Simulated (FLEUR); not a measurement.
# KCl (Sylvite) (Fm-3m) in FLEUR: a series of runs

One crystal, KCl (Sylvite), is run at these levels: LDA; tasks: equation of state.

Everything below comes from runs of FLEUR MaX-R8.1 (later development tree). Logs are shortened: lines on timing, memory, paths and dates and some standing lists are left out, and cuts for length are marked.

## (1) The crystal as given

It takes space group Fm-3m (No. 225, cubic). Conventional cell: a = 6.293 Å, b = 6.293 Å, c = 6.293 Å, α = 90.00°, β = 90.00°, γ = 90.00°. Around K (site symmetry m-3m) lie 6 Cl at 3.15 Å. Cl (site symmetry m-3m) is surrounded by 6 K at 3.15 Å.

## (2) Equation of state, LDA, 29.28 Å³/atom (volume scaled by 0.94)

File inp.xml:

```xml
<?xml version="1.0" encoding="UTF-8" standalone="no"?>
<fleurInput fleurInputVersion="0.39">
   <comment>
      KCl                                                                                                 
   </comment>
   <calculationSetup>
      <cutoffs Kmax="4.1" Gmax="12.7" GmaxXC="12.7" numbands="0"/>
      <scfLoop itmax="60" minDistance="0.00001" maxIterBroyd="15" imix="Anderson" alpha="0.05" precondParam="0.0" spinf="2.0" sdNocoIR="T"/>
      <coreElectrons ctail="T" frcor="F" kcrel="0" coretail_lmax="0"/>
      <xcFunctional name="vwn" relativisticCorrections="F"/>
      <magnetism jspins="1"/>
      <soc l_soc="F" theta="0.0" phi="0.0" spav="F"/>
      <expertModes spex="0" secvar="F"/>
      <geometryOptimization l_f="F" forcealpha="1.0" forcemix="BFGS" epsdisp="0.00001" epsforce="0.00001"/>
      <ldaU l_linMix="F" mixParam="0.05" spinf="1.0"/>
   </calculationSetup>
   <cell>
      <bzIntegration valenceElectrons="16.0" mode="hist" fermiSmearingEnergy="0.00183747">
         <kPointListSelection listName="default-1"/>
         <!-- k-points included here -->
         <xi:include xmlns:xi="http://www.w3.org/2001/XInclude" href="kpts.xml"> </xi:include>
      </bzIntegration>
      <!-- symmetry operations included here -->
      <xi:include xmlns:xi="http://www.w3.org/2001/XInclude" href="sym.xml"> </xi:include>
      <bulkLattice scale="0.9795861087">
         <bravaisMatrix>
            <row-1>    0.0000000000000000     5.9459665592701612     5.9459665592701612</row-1>
            <row-2>    5.9459665592701612     0.0000000000000000     5.9459665592701612</row-2>
            <row-3>    5.9459665592701612     5.9459665592701612     0.0000000000000000</row-3>
         </bravaisMatrix>
      </bulkLattice>
   </cell>
   <atomSpecies>
      <species name="Potassium (K)" element="K" atomicNumber="19">
         <mtSphere radius="2.66" gridPoints="879" logIncrement="0.014"/>
         <atomicCutoffs lmax="10" lnonsphr="10"/>
         <electronConfig flipSpins="F">
            <coreConfig>(1s1/2) (2s1/2) (2p1/2) (2p3/2)</coreConfig>
            <valenceConfig>(3s1/2) (3p1/2) (3p3/2) (4s1/2)</valenceConfig>
            <stateOccupation state="(4s1/2)" spinUp="0.500000" spinDown="0.500000"/>
         </electronConfig>
         <energyParameters s="4" p="3" d="3" f="4"/>
         <lo type="SCLO" l="0" n="3" eDeriv="0"/>
         <lo type="HELO" l="1" n="4" eDeriv="0"/>
         <lo type="HELO" l="1" n="4" eDeriv="1"/>
         <lo type="SCLO" l="2" n="3" eDeriv="2"/>
         <lo type="SCLO" l="3" n="4" eDeriv="2"/>
      </species>
      <species name="Chlorine (Cl)" element="Cl" atomicNumber="17">
         <mtSphere radius="2.5" gridPoints="879" logIncrement="0.014"/>
         <atomicCutoffs lmax="10" lnonsphr="10"/>
         <electronConfig flipSpins="F">
            <coreConfig>(1s1/2) (2s1/2) (2p1/2) (2p3/2)</coreConfig>
            <valenceConfig>(3s1/2) (3p1/2) (3p3/2)</valenceConfig>
            <stateOccupation state="(3p1/2)" spinUp="0.833333" spinDown="0.833333"/>
            <stateOccupation state="(3p3/2)" spinUp="1.666667" spinDown="1.666667"/>
         </electronConfig>
         <energyParameters s="3" p="3" d="3" f="4"/>
         <lo type="SCLO" l="0" n="3" eDeriv="2"/>
         <lo type="SCLO" l="1" n="3" eDeriv="2"/>
         <lo type="SCLO" l="2" n="3" eDeriv="2"/>
         <lo type="SCLO" l="3" n="4" eDeriv="2"/>
      </species>
   </atomSpecies>
   <atomGroups>
      <atomGroup species="Potassium (K)">
         <relPos label="                   1">.0000000000 .0000000000 .0000000000</relPos>
         <force calculate="T" relaxXYZ="TTT"/>
      </atomGroup>
      <atomGroup species="Chlorine (Cl)">
         <relPos label="                   2">1.000/2.000 1.000/2.000 1.000/2.000</relPos>
         <force calculate="T" relaxXYZ="TTT"/>
      </atomGroup>
   </atomGroups>
   <output dos="F" band="F" slice="F">
      <checks vchk="F" cdinf="F"/>
      <bandDOS minEnergy="-.5*Htr" maxEnergy="0.5*Htr" sigma="0.015" storeEVData="T"/>
      <vacuumDOS vacdos="F" integ="F" star="F" nstars="0" locx1="0.0" locy1="0.0" locx2="0.0" locy2="0.0" nstm="0" tworkf="0.0"/>
      <unfoldingBand unfoldBand="F" supercellX="1" supercellY="1" supercellZ="1"/>
      <plotting iplot="0" polar="F">
         <plot TwoD="T" vec1="  1.0  0.0  0.0" vec2="  0.0  1.0  0.0" vec3="  0.0  0.0  1.0" zero="  0.0  0.0  0.0" file="plot"/>
      </plotting>
      <chargeDensitySlicing numkpt="0" minEigenval="0.0" maxEigenval="0.0" nnne="0" pallst="F"/>
      <specialOutput eonly="F"/>
      <moessbauerParams electricFieldGradient="T" isomerShift="T" coreHyperfine="T" valenceHyperfine="T"/>
      <magneticCircularDichroism mcd="F" energyLo="-10.0" energyUp="0.0"/>
   </output>
  <!-- We include the file relax.xml here to enable relaxations (see documentation) -->
  <xi:include xmlns:xi="http://www.w3.org/2001/XInclude" href="relax.xml"> <xi:fallback/> </xi:include>
</fleurInput>
```

Potentials or basis: all-electron, FLAPW.

The run is started by

```
$ inpgen -f crystal.txt -profile fastHighL
$ # inp.xml edited to the form shown
$ fleur_MPI
```

What it wrote:

```text
Welcome to FLEUR        (www.flapw.de)
      MaX-Release 8.1          (www.max-centre.eu)

 ========== k-point set info ==========
 Selected k-point list: default-1
 k-point list type: mesh
 7 x 7 x 7
 Number of k points: 20

 ------------Calculation Setup---------------------------
 Number of MPI-tasks      :            1
 Number of PE/node        :            1
 Number of OMP-threads    :            1
 Most efficient MPI parallelization for:
           1           2           4           5          10          20
 Additional eigenvalue parallelization possible
 Number of basis functions:          541
 Approximate size of matrices (H+S) per k-point:         0.004 GB
 --------------------------------------------------------
 Iteration:     1   Distance:       4.27765593 me/bohr^3
 Iteration:     2   Distance:       3.77274655 me/bohr^3
 Iteration:     3   Distance:       1.54269896 me/bohr^3
 Iteration:     4   Distance:       0.94641298 me/bohr^3
 Iteration:     5   Distance:       0.34918059 me/bohr^3
 Iteration:     6   Distance:       0.12611872 me/bohr^3
 Iteration:     7   Distance:       0.03372352 me/bohr^3
 Iteration:     8   Distance:       0.01696413 me/bohr^3
 Iteration:     9   Distance:       0.01855771 me/bohr^3
 Iteration:    10   Distance:       0.00049804 me/bohr^3
 Iteration:    11   Distance:       0.00037696 me/bohr^3
 Iteration:    12   Distance:       0.00004102 me/bohr^3
 Iteration:    13   Distance:       0.00000298 me/bohr^3

 ********************************************************************
 Run finished successfully
 Stop message:
   all done
 ********************************************************************
```

out.xml (last iteration):

```text
<iteration numberForCurrentRun="   13" overallNumber="   13">
         <energyParameters units="Htr">
            <atomicEP atomType="1" spin="1" branch="4s" branchLowest="-0.94" branchHighest="2.08" value="0.1962788965"/>
            <atomicEP atomType="1" spin="1" branch="3p" branchLowest="-9.99" branchHighest="-0.29" value="-0.3946073882"/>
            <atomicEP atomType="1" spin="1" branch="3d" branchLowest="-9.99" branchHighest="0.71" value="0.3177435287"/>
            <atomicEP atomType="1" spin="1" branch="4f" branchLowest="-9.99" branchHighest="2.51" value="0.5418989314"/>
            <loAtomicEP atomType="1" spin="1" branch="3s" branchLowest="-12.64" branchHighest="-0.94" value="-0.9957584268"/>
            <heloAtomicEP atomType="1" spin="1" branch="4p" branchLowest="1.63" branchHighest="1.63" value="1.6299345077"/>
            <heloAtomicEP atomType="1" spin="1" branch="4p" branchLowest="1.63" branchHighest="1.63" value="1.6299345077"/>
            <loAtomicEP atomType="1" spin="1" branch="3d" branchLowest="-9.99" branchHighest="0.71" value="0.3176854096"/>
            <loAtomicEP atomType="1" spin="1" branch="4f" branchLowest="-9.99" branchHighest="2.51" value="0.5419010997"/>
            <atomicEP atomType="2" spin="1" branch="3s" branchLowest="-8.91" branchHighest="-0.24" value="-0.4570353230"/>
            <atomicEP atomType="2" spin="1" branch="3p" branchLowest="-6.70" branchHighest="0.31" value="-0.0370751735"/>
            <atomicEP atomType="2" spin="1" branch="3d" branchLowest="-9.99" branchHighest="1.13" value="0.3569711695"/>
            <atomicEP atomType="2" spin="1" branch="4f" branchLowest="-9.99" branchHighest="2.95" value="0.5425335100"/>
            <loAtomicEP atomType="2" spin="1" branch="3s" branchLowest="-8.91" branchHighest="-0.24" value="-0.4570353230"/>
            <loAtomicEP atomType="2" spin="1" branch="3p" branchLowest="-6.70" branchHighest="0.31" value="-0.0384040020"/>
            <loAtomicEP atomType="2" spin="1" branch="3d" branchLowest="-9.99" branchHighest="1.13" value="0.3569621838"/>
            <loAtomicEP atomType="2" spin="1" branch="4f" branchLowest="-9.99" branchHighest="2.95" value="0.5425363884"/>
         </energyParameters>
         <eigenvalues>
            <eigenvaluesAt spin="1" ikpt="1" k_x="0.00000000" k_y="0.00000000" k_z="0.00000000">
                      -0.9962496660       -0.4590188118       -0.3956475627       -0.3956475627       -0.3956475627
                      -0.0134511835       -0.0134511835       -0.0134511835        0.1687667898        0.2840280568
                       0.2840280568        0.2840280568        0.3189742017
            </eigenvaluesAt>
            <eigenvaluesAt spin="1" ikpt="2" k_x="0.00000000" k_y="0.00000000" k_z="0.14285714">
                      -0.9961375365       -0.4607218679       -0.3957309819       -0.3957309819       -0.3935045947
                      -0.0241891809       -0.0164292173       -0.0164292173        0.1881041437        0.2784093362
                       0.2940653987        0.2940653987        0.3302013656
            </eigenvaluesAt>
            <eigenvaluesAt spin="1" ikpt="3" k_x="0.00000000" k_y="0.00000000" k_z="0.28571429">
                      -0.9958851972       -0.4642162804       -0.3959168499       -0.3959168499       -0.3889952670
                      -0.0440683940       -0.0227620402       -0.0227620402        0.2280757266        0.2783700431
                       0.3221165356        0.3221165356        0.3599445210
            </eigenvaluesAt>
            <eigenvaluesAt spin="1" ikpt="4" k_x="0.00000000" k_y="0.00000000" k_z="0.42857143">
                      -0.9956824409       -0.4667582405       -0.3960641843       -0.3960641843       -0.3856105805
                      -0.0574405562       -0.0275283847       -0.0275283847        0.2536435747        0.2950088181
                       0.3604114522        0.3604114522        0.3931524002
            </eigenvaluesAt>
         </eigenvalues>
         <bandgap value="4.9584036543" units="eV"/>
         <sumValenceSingleParticleEnergies value="-5.4814461122" units="Htr"/>
         <FermiEnergy value="-0.0134511835" units="Htr"/>
         <valenceDensity>
            <mtCharges spin="1">
               <mtCharge atomType="1" total="7.8574674" s="2.0071286" p="5.7786914" d="0.0621166" f="0.0076215"/>
               <mtCharge atomType="2" total="6.3583456" s="1.8296012" p="4.5223164" d="0.0048808" f="0.0011494"/>
            </mtCharges>
            <spinDependentCharge spin="1" total="16.0000000" interstitial="1.7841871" mtSpheres="14.2158129"/>
            <totalCharge value="16.0000000000"/>
         </valenceDensity>
         <coreStates atomType="     1" atomicNumber=" 19" spin="1" kinEnergy="    568.9722267338" eigValSum="   -342.6832442993" lostElectrons=" 0.000000">
            <state n="1" l="0" j="0.5" energy="-128.7310280668" weight="1.0000000000"/>
            <state n="2" l="0" j="0.5" energy="-12.6434987294" weight="1.0000000000"/>
            <state n="2" l="1" j="0.5" energy="-10.0596985022" weight="1.0000000000"/>
            <state n="2" l="1" j="1.5" energy="-9.9536984256" weight="2.0000000000"/>
         </coreStates>
         <coreStates atomType="     2" atomicNumber=" 17" spin="1" kinEnergy="    442.7296440143" eigValSum="   -258.8563246819" lostElectrons=" 0.000002">
            <state n="1" l="0" j="0.5" energy="-100.4107532028" weight="1.0000000000"/>
            <state n="2" l="0" j="0.5" energy="-8.9112047365" weight="1.0000000000"/>
            <state n="2" l="1" j="0.5" energy="-6.7435248547" weight="1.0000000000"/>
            <state n="2" l="1" j="1.5" energy="-6.6813397735" weight="2.0000000000"/>
         </coreStates>
         <allElectronCharges>
            <spinDependentCharge spin="1" total="36.0000000" interstitial="1.7841888" mtSpheres="34.2158112"/>
            <totalCharge value="35.9999999962"/>
         </allElectronCharges>
         <moessbauerParams unitsHFF="kG" unitsIS="e/bohr^3" unitsEFG="Htr/bohr^2">
            <coreIsomerShift atomType="1" isTotal="5118.72753">
               <shell n="1" l="0" isomerShift="4726.87995"/>
               <shell n="2" l="0" isomerShift="390.81632"/>
               <shell n="2" l="1" isomerShift="1.03126"/>
            </coreIsomerShift>
            <coreIsomerShift atomType="2" isTotal="3545.13240">
               <shell n="1" l="0" isomerShift="3286.45679"/>
               <shell n="2" l="0" isomerShift="258.15362"/>
               <shell n="2" l="1" isomerShift="0.52200"/>
            </coreIsomerShift>
            <isomerShift atomType="1" nucleusRadius="0.0000802" averageDensity="5166.71078"/>
            <isomerShift atomType="2" nucleusRadius="0.0000776" averageDensity="3571.52932"/>
            <electricFieldGradient atomType="1" VXX="0.00000" VYY="0.00000" VZZ="0.00000" asymParam="0.00000">
            </electricFieldGradient>
            <electricFieldGradient atomType="2" VXX="0.00000" VYY="0.00000" VZZ="0.00000" asymParam="0.00000">
            </electricFieldGradient>
         </moessbauerParams>
         <totalEnergy                                    value="    -1060.9649530086" units="Htr">
            <sumOfEigenvalues                            value="     -607.0210150933">
               <coreElectrons value="-601.5395689812"/>
               <valenceElectrons value="-5.4814461122"/>
            </sumOfEigenvalues>
            <densityCoulombPotentialIntegral value="-1595.9287922716"/>
            <densityEffectivePotentialIntegral value="-1673.6775918402"/>
            <chargeDenXCDenIntegral value="-58.8007180462"/>
            <FockExchangeEnergyValence value="0.0000000000"/>
            <FockExchangeEnergyCore value="0.0000000000"/>
            <atomTypeDependentContributions atomType="1">
               <electronNucleiInteractionDifferentMTs value="713.2131255938"/>
               <MadelungTerm value="-5.3027345997"/>
            </atomTypeDependentContributions>
            <atomTypeDependentContributions atomType="2">
               <electronNucleiInteractionDifferentMTs value="548.5104432172"/>
               <MadelungTerm value="-3.8301121627"/>
            </atomTypeDependentContributions>
            <tkbTimesEntropy value="0.0000000000"/>
            <freeEnergy value="-1060.9649530086"/>
            <extrapolationTo0K value="-1060.9649530086"/>
         </totalEnergy>
         <densityConvergence units="me/bohr^3">
            <chargeDensity spin="1" distance="0.0000029773"/>
         </densityConvergence>
      </iteration>
```

It took 29 s on 1 thread of Arm Neoverse V2, shared host; peak memory 0.06 GiB.

Results:

| Property | Result |
| --- | --- |
| Free energy | -28870.3271 eV |
| Band gap on the k mesh | 4.96 eV, direct |
| Valence electrons inside the program's atomic spheres | K 7.86; Cl 6.36 (radii K 2.66, Cl 2.5 bohr) |

## (3) Equation of state, LDA, 29.90 Å³/atom (volume scaled by 0.96)

Changes to inp.xml since step 2:

```diff
@@ -24,3 +24,3 @@
       <xi:include xmlns:xi="http://www.w3.org/2001/XInclude" href="sym.xml"> </xi:include>
-      <bulkLattice scale="0.9795861087">
+      <bulkLattice scale="0.9864848297">
          <bravaisMatrix>
```

Potentials or basis: all-electron, FLAPW.

The run is started by

```
$ inpgen -f crystal.txt -profile fastHighL
$ # inp.xml edited to the form shown
$ fleur_MPI
```

Run time: 29 s. Hardware: 1 thread of Arm Neoverse V2, shared host; peak memory 0.06 GiB.

The run converged. Its results:

| Property | Result |
| --- | --- |
| Free energy | -28870.3182 eV |
| Band gap on the k mesh | 4.88 eV, direct |
| Valence electrons inside the program's atomic spheres | K 7.85; Cl 6.35 (radii K 2.66, Cl 2.5 bohr) |

## (4) Equation of state, LDA, 31.15 Å³/atom

Changes to inp.xml since step 3:

```diff
@@ -24,3 +24,3 @@
       <xi:include xmlns:xi="http://www.w3.org/2001/XInclude" href="sym.xml"> </xi:include>
-      <bulkLattice scale="0.9864848297">
+      <bulkLattice scale="1.0000000000">
          <bravaisMatrix>
```

The run is started by

```
$ inpgen -f crystal.txt -profile fastHighL
$ # inp.xml edited to the form shown
$ fleur_MPI
```

Run time: 32 s. Hardware: 1 thread of Arm Neoverse V2, shared host; peak memory 0.07 GiB.

It converged, with:

```
Free energy                                           : -28870.2923 eV
Band gap on the k mesh                                : 4.75 eV, direct
Valence electrons inside the program's atomic spheres : K 7.84; Cl 6.34 (radii K 2.66, Cl 2.5 bohr)
```

Caveat: an odd mesh through Γ misses points on the zone boundary, where band edges often lie.

## (5) Equation of state, LDA, 32.40 Å³/atom (volume scaled by 1.04)

Changes to inp.xml since step 4:

```diff
@@ -24,3 +24,3 @@
       <xi:include xmlns:xi="http://www.w3.org/2001/XInclude" href="sym.xml"> </xi:include>
-      <bulkLattice scale="1.0000000000">
+      <bulkLattice scale="1.0131594038">
          <bravaisMatrix>
```

The run is started by

```
$ inpgen -f crystal.txt -profile fastHighL
$ # inp.xml edited to the form shown
$ fleur_MPI
```

It took 33 s on 1 thread of Arm Neoverse V2, shared host; peak memory 0.07 GiB.

Results (log left out):

* Free energy: -28870.2577 eV
* Band gap on the k mesh: 4.62 eV, direct
* Valence electrons inside the program's atomic spheres: K 7.82; Cl 6.33 (radii K 2.66, Cl 2.5 bohr)

Caveat: an odd mesh through Γ misses points on the zone boundary, where band edges often lie.

## (6) Equation of state, LDA, 33.02 Å³/atom (volume scaled by 1.06)

Changes to inp.xml since step 5:

```diff
@@ -24,3 +24,3 @@
       <xi:include xmlns:xi="http://www.w3.org/2001/XInclude" href="sym.xml"> </xi:include>
-      <bulkLattice scale="1.0131594038">
+      <bulkLattice scale="1.0196128224">
          <bravaisMatrix>
```

Potentials or basis: all-electron, FLAPW.

The run is started by

```
$ inpgen -f crystal.txt -profile fastHighL
$ # inp.xml edited to the form shown
$ fleur_MPI
```

It took 34 s on 1 thread of Arm Neoverse V2, shared host; peak memory 0.06 GiB.

The run converged. Its results:

* Free energy: -28870.2379 eV
* Band gap on the k mesh: 4.56 eV, direct
* Valence electrons inside the program's atomic spheres: K 7.82; Cl 6.33 (radii K 2.66, Cl 2.5 bohr)

Caveat: an odd mesh through Γ misses points on the zone boundary, where band edges often lie.

## (7) Equation of state, LDA

Potentials or basis: all-electron, FLAPW.

No new run: the results of the series are fitted here.

What came out:

* Equilibrium volume: 28.03 Å³/atom (rough: see the caveat)
* Bulk modulus: 24 GPa (rough)

Energy against volume, from the lowest point:
| volume (Å³/atom) | energy (meV/atom) |
| --- | --- |
| 29.282 | 0.00 |
| 29.905 | 4.47 |
| 31.151 | 17.43 |
| 32.397 | 34.69 |
| 33.020 | 44.59 |

Caveat: the minimum lies outside the volumes run.
